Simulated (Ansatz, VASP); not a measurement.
Given: the input of a run of VASP 6.6.1 on Rb. 

Contents of INCAR:

```
SYSTEM = Rb
  ALGO = Normal
  EDIFF = 1E-6
  ENCUT = 500
  GGA = PE
  ISIF = 2
  ISMEAR = 0
  LASPH = .TRUE.
  LCHARG = .FALSE.
  LREAL = .FALSE.
  LWAVE = .FALSE.
  NBANDS = 10
  NELM = 80
  PREC = Accurate
  SIGMA = 0.02
```

KPOINTS

```
k-points
0
G
  7 7 7
  0 0 0
```

The input POSCAR:

```
Rb
1.0
   -2.8025000000      2.8025000000      2.8025000000
    2.8025000000     -2.8025000000      2.8025000000
    2.8025000000      2.8025000000     -2.8025000000
Rb
1
Cartesian
    0.0000000000      0.0000000000      0.0000000000
```

Potentials or basis: VASP PAW PBE potentials, release 64 (Rb_pv).

The run is started by

```console
$ cat potpaw_PBE.64/Rb_pv/POTCAR > POTCAR
$ mpirun -np 1 vasp_std > vasp.out
```

Problem. Set up the same calculation for Ansatz 0.2.0. Potentials or basis there: Ansatz PAW, cutoff 420 eV.

Solution. As run (cutoffs and basis follow the program's own potentials, and thresholds, step limits or extra output files can differ):

File input.yaml:

```yaml
crystal:
  lattice:
    - [-2.8025, 2.8025, 2.8025]
    - [2.8025, -2.8025, 2.8025]
    - [2.8025, 2.8025, -2.8025]
  atoms:
    - { symbol: Rb, position: [0.0, 0.0, 0.0] }
hamiltonian:
  xc: pbe
  pseudopotentials: { kind: paw }
kpoints:
  mp_grid: { grid: [7, 7, 7] }
scf:
  occupations: { method: gaussian, width: 0.02 }
output:
  forces: true
  stress: true
  eigenvalues: true
```

Potentials or basis: Ansatz PAW.

Run with:

```console
$ ansatz run input.yaml --threads 1 --pin off --max-ram 3584MiB --backend cpu --events-out ev --progress --plain --runs-dir out
```

Both were run:

|  | VASP | Ansatz |
| --- | --- | --- |
| Pressure | 0.1 GPa | 0.1 GPa |

Ansatz's pressure holds a Pulay term of +0.00 GPa for its cutoff of 420 eV, which the other run lacks.

The potentials hold 7 and 9 valence electrons a cell.

Where Ansatz's input types no cutoff or centring, it takes its own default and a Γ-centred mesh.

Pressure is positive in compression.
